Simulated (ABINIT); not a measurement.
GaAs: single point with PBE

**Measured values to compare with.**

From “Evidence of valence band perturbations in GaAsN/GaAs(001): A combined variable-angle spectroscopic ellipsometry and modulated photoreflectance investigation”, 2008, arxiv:0805.2212, for a bulk crystal of GaAs at 300 K: band gap 1.418 ± 0.005 eV (direct).

GaAs:

```
As Ga
1.0
     0.00000    2.82685    2.82685
     2.82685    0.00000    2.82685
     2.82685    2.82685    0.00000
As Ga
1 1
Direct
  0.75000 0.75000 0.75000
  0.00000 0.00000 0.00000
```

```json
{"Program": "ABINIT 10.8.3 (patched build)", "Task": "single point", "Functional": "PBE", "Potentials or basis": "PseudoDojo NC SR PBE v0.4.1 standard", "Cutoff": "1143 eV", "k mesh": "6 × 6 × 6", "Occupations": "fermi-dirac, width 0.05 eV", "Spin": "no spin polarisation"}
```

```yaml
Pressure: 3.4 GPa
Band_gap_on_the_k_mesh: 0.51 eV, direct
Valence_electrons_inside_the_program's_atomic_spheres: As 12.38; Ga 10.82
```

Levels at points of the mesh, in eV from the valence-band top:
```tsv
k point	band 10	band 11	band 12	band 13	band 14	band 15	band 16	band 17	band 18
(0.00, 0.00, 0.00)	-14.75	-12.73	0.00	0.00	0.00	0.51	3.74	3.74	3.74
(0.50, 0.00, 0.00)	-14.74	-10.97	-6.64	-1.14	-1.14	1.00	4.64	4.64	7.77
(0.50, 0.50, 0.00)	-14.73	-10.23	-6.81	-2.68	-2.68	1.47	1.66	10.17	10.17
```

It took 50 s on 1 thread of Arm Neoverse V1 (shared host), peak memory 0.1 GiB.

Measured gap of GaAs: 1.418 eV (direct; 300 K; “Evidence of valence band perturbations in GaAsN/GaAs(001): A combined variable-angle spectroscopic ellipsometry and modulated photoreflectance investigation”, 2008, arxiv:0805.2212). This calculation gives 0.51 eV (-0.90 eV). 3 values of this kind are on record (1.412 to 1.51 eV); this one was drawn at random among those near their median, those with a stated uncertainty first. Spin-orbit coupling on As, Ga is left out. The value is that of PBE on a finite k mesh, which can miss the band edges, without temperature or zero-point motion. Semilocal functionals fall short of measured gaps as a rule.
